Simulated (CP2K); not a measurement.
WC under changes of volume

One of the cells (10.542 Å³/atom); the others are scaled copies at fixed shape and fractional positions:

```xyz
2
Lattice="3.1009 0.0000 0.0000 1.5505 2.6855 0.0000 1.5505 0.8952 2.5319" Properties=species:S:1:pos:R:3 pbc="T T T"
W     0.0000    0.0000    0.0000
C     3.1009    1.7903    1.2659
```

Measurements of this composition are mostly on another form, of space group No. 187.

- Program: CP2K 2026.2
- Functional: LDA
- Potentials or basis: GTH_POTENTIALS W GTH-PADE-q14, C GTH-PADE-q4; TZVP-MOLOPT-PBE-GTH basis
- Density cutoff: 6123 eV
- k mesh: 10 × 10 × 10
- Occupations: fermi-dirac, width 0.05 eV
- Spin: no spin polarisation

```csv
volume (Å³/atom),energy over the lowest point (meV/atom),pressure (GPa)
9.910,0.00,-86.8
10.120,122.74,-99.2
10.331,260.14,-109.3
10.542,409.34,-117.3
10.753,568.06,-123.2
10.964,733.08,-127.4
11.175,?,?
```

Q: What does the run at 11.175 Å³/atom give?

A: Energy over the lowest point 900.54 meV/atom; pressure -130.4 GPa.

Worked out: A Birch-Murnaghan fit of order 3 (a polynomial in V^(-2/3)) to the other rows has no minimum within the range. It gives 903.55 meV/atom at 11.175 Å³/atom, against the run's 900.54, and -dE/dV = -130.9 GPa, against -130.4.

Energies are extrapolated to zero smearing.

Caveats: the basis of atomic orbitals isn't converged, which shifts pressures, moduli and gaps; the real-space grid breaks the cell's symmetry a little (some runs).
